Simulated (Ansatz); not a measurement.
**How far is PAW off for Hg?**

```
Hg
1.0
     1.71270    0.98883    2.23400
    -1.71270    0.98883    2.23400
     0.00000   -1.97766    2.23400
Hg
1
Cartesian
  0.0000 0.0000 0.0000
```

The cell comes from COD entry 1541226, which wasn't checked; take it as a given geometry. The listed cell was then made from it by scaling, straining or moving an atom.

No spin–orbit coupling, which matters for the heavy atoms here.

All numbers are computed: DFT, LDA, PAW with Ansatz's default frozen-core files, scalar-relativistic (Ansatz 0.2.0); DFT, LDA, all-electron PAW with datasets made for the crystal, scalar-relativistic (Ansatz 0.2.0); DFT, LDA, all-electron LAPW, scalar-relativistic (Ansatz 0.2.0).

For PAW: a Γ-centred 12×12×12 k mesh, Fermi–Dirac smearing of 0.03 eV, cutoff 420 eV, no spin polarisation; the PAW files were made with PBE, and the program remakes their frozen cores for this functional. The crystal-made all-electron datasets (AE datasets) take a cutoff of 260 eV at this cell. LAPW targets a basis error of 0.5 meV/atom. The Ansatz runs share mesh, smearing and spin set-up. Plane-wave (PAW) pressures include the program's estimate of the Pulay term.

Stress and pressure are positive in compression.

The change that made this cell: equal xx and yy strain of -1 %.

Spin–orbit coupling is left out, which moves gradients at and beside heavy atoms by some per cent and at worst by a factor of two.

In a metal, gradients converge slowly with the k mesh: the values move by tens of per cent from one mesh to another, at times in sign, so only the comparison on one mesh counts.

| quantity | PAW | AE datasets | LAPW |
| --- | --- | --- | --- |
| pressure (GPa) | -0.91 | -0.91 | -0.91 |
| stress xx (GPa) | -0.56 | -0.56 | -0.56 |
| stress zz (GPa) | -1.62 | -1.61 | -1.61 |
| field gradient Vzz at Hg (10²¹ V/m²) | -12.20 | -12.13 | – |

PAW's pressure differs from the LAPW value by about 0.01 GPa or less. Datasets made for the crystal and LAPW share parts of one code, so their agreement isn't an independent check.
